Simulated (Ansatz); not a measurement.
Input for Ansatz (plane-wave DFT, PAW):

```yaml
crystal:
  lattice:
    - [1.9503597729, 1.1260407399, 6.2621942595]
    - [-1.9503597729, 1.1260407399, 6.2621942595]
    - [0.0, -2.2520814797, 6.2621942595]
  atoms:
    - { symbol: Ga, position: [0.4352769269, 0.4352769269, 0.4352769269] }
    - { symbol: Ga, position: [0.5647230731, 0.5647230731, 0.5647230731] }
    - { symbol: P, position: [0.0551919341, 0.0551919341, 0.0551919341] }
    - { symbol: P, position: [0.9448080659, 0.9448080659, 0.9448080659] }
basis:
  ecutwfc: 420
kpoints:
  mp_grid: { grid: [9, 9, 9] }
hamiltonian:
  xc: pbe
scf:
  occupations: { method: gaussian, width: 0.02 }
output:
  forces: true
  stress: true
  eigenvalues: true
```

Launched with
```bash
ansatz run input.yaml --threads 1 --pin off --max-ram 1331MiB --backend cpu --events-out ev --progress --plain --runs-dir out
```

These are results of DFT PBE, scalar-relativistic, plane waves, PAW in Ansatz, not measurements.

Part of what the program printed, abridged:

```
Pseudopotentials: kind: paw
Pseudopotential: Ga, paw, valence charge 13, recommended cutoff 420 eV (normal)
Pseudopotential: P, paw, valence charge 5, recommended cutoff 420 eV (normal)
Functional definition: PBE
Crystal: 4 atoms, lattice volume = 82.518 Å³
Basis set: ecut = 420 eV, 1635 PW (Γ), FFT grids on a1−a3, a2−a3, a3, exchange–correlation on 54×54×90 points (8 copies of the dense FFT grid, shifted against one another)
Bands: 22, of which v1, the nominal top of the filled ones, is band 18 counted from 1 (17 counted from 0)
Symmetry: 12 space group operations
Space group: R-3m (ITA 166), of the structure as read, at distance tolerance 4.4e-5 Å
k-points: 85 of 729
Initial density: superposition of atomic densities (neutral atoms: chi_scale 0, normalization atom), corrected by the library's trained network
Initial wavefunctions: pseudopotential atomic-orbital guess
Functional: x = pbe(κ = 0.804, μ = 0.21951497), c = pbe(β = 0.06672455)
SCF iter   1: F=—  HF=-9078.457841 eV  |F-HF|=—  |Δ(HF+E_count)|=         —  Δρ=2.71e-3  dr2=2.47e-2  ethr=1.77e-3  ⟨swp⟩=7.2  Hψ=10025  notcnv=0
SCF iter   2: F=—  HF=-9078.450052 eV  |F-HF|=—  |Δ(HF+E_count)|=   7.79e-3  Δρ=9.81e-4  dr2=1.28e-3  ethr=6.86e-5  ⟨swp⟩=4.0  Hψ=4987  notcnv=0
SCF iter   3: F=—  HF=-9078.449795 eV  |F-HF|=—  |Δ(HF+E_count)|=   2.58e-4  Δρ=4.43e-4  dr2=2.15e-4  ethr=3.55e-6  ⟨swp⟩=2.0  Hψ=3621  notcnv=0
SCF iter   4: F=—  HF=-9078.449776 eV  |F-HF|=—  |Δ(HF+E_count)|=   1.85e-5  Δρ=2.25e-4  dr2=4.10e-5  ethr=5.96e-7  ⟨swp⟩=2.0  Hψ=3400  notcnv=0
SCF iter   5: F=—  HF=-9078.449819 eV  |F-HF|=—  |Δ(HF+E_count)|=   4.28e-5  Δρ=5.85e-5  dr2=3.03e-6  ethr=1.14e-7  ⟨swp⟩=3.1  Hψ=4015  notcnv=0
SCF iter   6: F=—  HF=-9078.449821 eV  |F-HF|=—  |Δ(HF+E_count)|=   1.83e-6  Δρ=1.51e-5  dr2=1.62e-7  ethr=8.41e-9  ⟨swp⟩=2.0  Hψ=3424  notcnv=0
SCF iter   7: F=-9078.449821 eV  HF=-9078.449821 eV  |F-HF|=1.49e-8  |Δ(HF+E_count)|=   1.68e-7  Δρ=8.07e-6  dr2=3.69e-8  ethr=2.78e-10  ⟨swp⟩=7.2  Hψ=9054  notcnv=0
SCF 1 converged in 7 iterations: F = -9078.449821 eV  dr2 = 3.69e-8
SCF converged after 7 iterations
Free energy (F): -9078.449821 eV
Harris-Foulkes:  -9078.449821 eV  (|F-HF|=1.49e-8)
Internal energy: -9078.449821 eV  (E = F + TS)
E sigma→0 (E₀):  -9078.449821 eV
Fermi energy:    7.746012 eV
--- Per-component energies (eV) ---
  E_band       = -120.100768
  E_kinetic    = 373.666606
  E_local      = -4488.223063  (includes V_loc(G=0)·N_el)
  E_nonlocal   = 915.500757
  E_hartree    = 2075.820902
  E_xc         = -262.038522
  E_vxc        = -238.546248  (∫ρ·V_xc dr)
  E_paw        = -5114.433141  (= ΣΔE_a)
  E_vpaw       = -834.129239  (= ΣTr[D̂ρ^β])
  E_aug_tail   = -0.000208  (compensation charges beyond the density's cutoff)
  E_ewald      = -2578.743152
  E_smearing   =  0.000000  (= −TS)
--- Forces (eV/Å), atoms counted from 1 ---
  atom   1  Ga     0.00000000     0.00000000    -0.23054030
  atom   2  Ga     0.00000000     0.00000000     0.23054030
  atom   3  P      0.00000000     0.00000000     1.97498903
  atom   4  P      0.00000000     0.00000000    -1.97498903
--- Stress (GPa, compression-positive) ---
       -0.951795       0.000000       0.000000
        0.000000      -0.951795       0.000000
        0.000000       0.000000      10.384348
  P = ⅓ Tr σ = 2.8269 GPa (28.269 kbar)
--- Band table (eV; the first three rows and the last of 85) ---
  k-point 0: bands = ["-7.5851", "-7.4332", "-7.4332", "-7.4054", "-7.4054", "-7.3572", "-7.3572", "-7.2226", "-7.2226", "-7.1954", "-6.3392", "-2.9903", "-0.2745", "5.0696", "5.0696", "6.7695", "7.3466", "7.3466", "8.1491", "8.9982", "10.4588", "10.7114"]
  k-point 1: bands = ["-7.5825", "-7.4526", "-7.4325", "-7.4118", "-7.4005", "-7.3606", "-7.3536", "-7.2278", "-7.2234", "-7.1842", "-6.2190", "-2.8822", "-0.1947", "4.3400", "4.9251", "6.1506", "6.5378", "7.0222", "8.8529", "9.7444", "10.3634", "11.0558"]
  k-point 2: bands = ["-7.5764", "-7.4936", "-7.4311", "-7.4263", "-7.3880", "-7.3676", "-7.3439", "-7.2353", "-7.2254", "-7.1623", "-5.8981", "-2.5734", "-0.0214", "3.1880", "4.4665", "4.6054", "5.9024", "6.4093", "9.3557", "9.8477", "10.6214", "11.8970"]
  k-point 84: bands = ["-7.5798", "-7.4390", "-7.4312", "-7.4258", "-7.4035", "-7.3603", "-7.3540", "-7.2406", "-7.2212", "-7.1912", "-6.0250", "-3.6711", "1.8385", "3.5087", "4.4540", "4.9635", "6.3850", "6.8865", "8.8684", "10.0012", "10.8894", "11.1642"]
```

The run converged.